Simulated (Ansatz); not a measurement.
H started on an O site in cubic perovskite BaZrO3, 40 atoms, charge +1

All numbers come from Ansatz (PAW, plane waves, no spin–orbit coupling) at the single k point (¼, ¼, ¼) without its symmetry partners. The atoms were relaxed with PBEsol in a fixed cell; other functionals are single points on those atoms unless said otherwise. The valence top and gap of the host come from its small cell on a dense mesh, with the band extrema sought between the mesh points, lined up by the mean potential, PBEsol gap 3.17 eV, HSE06 gap 4.74 eV. The charge correction uses an assumed dielectric constant of 40.

Relaxed structure:

```
CELL_PARAMETERS angstrom
8.36196 0.00000 0.00000
0.00000 8.36196 0.00000
0.00000 0.00000 8.36196
ATOMIC_POSITIONS crystal
Ba 0.99460 0.99492 0.99941
Ba 0.99692 0.99706 0.49933
Ba 0.99485 0.50479 0.00003
Ba 0.99685 0.50298 0.49959
Ba 0.50597 0.99438 0.99997
Ba 0.50198 0.99739 0.49965
Ba 0.50652 0.50613 0.99977
Ba 0.50231 0.50296 0.50045
Zr 0.25116 0.24973 0.24083
Zr 0.25146 0.25001 0.75878
Zr 0.25006 0.74999 0.25128
Zr 0.24998 0.75027 0.74836
Zr 0.74966 0.25011 0.25123
Zr 0.74997 0.25005 0.74830
Zr 0.74998 0.75014 0.25021
Zr 0.75004 0.75020 0.74933
O 0.26704 0.24660 0.99982
O 0.23676 0.75305 0.99980
O 0.26386 0.74714 0.49986
O 0.73634 0.25294 0.99983
O 0.76479 0.24722 0.49977
O 0.76330 0.74720 0.99981
O 0.73777 0.75304 0.49977
O 0.00313 0.25033 0.24435
O 0.00307 0.25017 0.75509
O 0.00007 0.74997 0.26138
O 0.00011 0.75042 0.73825
O 0.49747 0.25043 0.27286
O 0.49743 0.25022 0.72615
O 0.49989 0.75020 0.23429
O 0.50005 0.75024 0.76515
O 0.24980 0.00295 0.26297
O 0.24976 0.00289 0.73723
O 0.25011 0.49733 0.25635
O 0.24982 0.49726 0.74323
O 0.75001 0.00014 0.24448
O 0.74989 0.00029 0.75532
O 0.74964 0.50004 0.25063
O 0.75013 0.50012 0.74899
H 0.23634 0.25313 0.49983
```

Chemical potentials μ are those of reference phases of the elements at zero temperature by the same functional (the usual solids, diamond for C, grey Sn, and the molecules H2, N2, O2, F2, Cl2, Br2 and S8).

| functional | E(defect) − E(host) − Σ nμ + q·E_VBM (eV) | monopole (eV) | alignment (eV) | formation energy at E_F = VBM (eV) | moment (μB) | wall time, shared host |
| --- | --- | --- | --- | --- | --- | --- |
| PBEsol | 2.06 | 0.06 | -0.18 | 1.94 | 0 (no spin) | 33 s on 8 threads of Neoverse-V1 (relaxation) |

Q: Estimate the formation energy and moment that HSE06 gives on these atoms.

A: 1.00 eV at E_F = VBM (1.12 eV before the monopole term 0.06 eV and the alignment -0.18 eV), moment 0 (no spin).

Q: How does the monopole term follow by hand for this cubic cell?

A: q²·α·e²/(4πε₀)/(2εL) with the Madelung constant α = 2.837 and e²/4πε₀ = 14.40 eV·Å: 1 × 2.837 × 14.40 / (2 × 40 × 8.362) = 0.06 eV.

HSE06 one-electron levels near the gap (the ten most localised at most), from the host's valence top, not corrected for the charge's images:

| level (eV) | spin | filling | atoms sharing it | element of the atom with most weight |
| --- | --- | --- | --- | --- |
| -0.24 | both | 2.00 | 16.6 | spread |
| -0.22 | both | 2.00 | 22.1 | spread |
| -0.19 | both | 2.00 | 19.2 | spread |
| -0.14 | both | 2.00 | 17.3 | spread |
| -0.14 | both | 2.00 | 17.3 | spread |

All elements are taken at their own reference at once; growth conditions in equilibrium with the host shift these energies, by up to the host's formation enthalpy.

The ideal cubic host may itself distort, and that gain is in these energies.

One k point and a cell of this size can leave errors of several tenths of an eV in such numbers.
